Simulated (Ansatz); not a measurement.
## TiB and the effect of the functional

The cell as given:

```
CELL_PARAMETERS angstrom
6.12000 0.00000 0.00000
0.00000 3.06000 0.00000
0.00000 0.00000 4.56000
ATOMIC_POSITIONS crystal
Ti 0.67700 0.25000 0.37700
Ti 0.32300 0.75000 0.62300
Ti 0.82300 0.75000 0.87700
Ti 0.17700 0.25000 0.12300
B 0.52900 0.25000 0.89700
B 0.47100 0.75000 0.10300
B 0.97100 0.75000 0.39700
B 0.02900 0.25000 0.60300
```

Kept alike: task relaxation of cell and atoms; k mesh 5 × 9 × 6; occupations fermi-dirac, width 0.05 eV; no spin polarisation. Program: Ansatz, Ansatz PAW. Cutoffs run from 420 to 500 eV. The mesh is that of the run's cell of 8 atoms. No spin-orbit coupling.

| functional | volume (Å³/atom) | first edge of the run's cell (Å) | third edge of the run's cell (Å) |
| --- | --- | --- | --- |
| LDA | 10.148 | 6.006 | 4.492 |
| PBEsol | 10.399 | 6.056 | 4.527 |
| r2SCAN | 10.595 | 6.101 | 4.557 |

The relaxations keep at least the cell's symmetry (Pnma). For a metal such a mesh leaves the last digits unconverged. Relaxations stop with a little pressure left, so the last digits of a volume or edge aren't settled. Ansatz's relaxations hold a Pulay term in the stress (up to 0.2 GPa here). All rows use potentials made for PBE.

Question: What does the functional change here?

Answer: The volume runs from 10.148 (LDA) to 10.595 Å³/atom (r2SCAN). The first edge of the run's cell runs from 6.006 (LDA) to 6.101 Å (r2SCAN). The third edge of the run's cell runs from 4.492 (LDA) to 4.557 Å (r2SCAN).
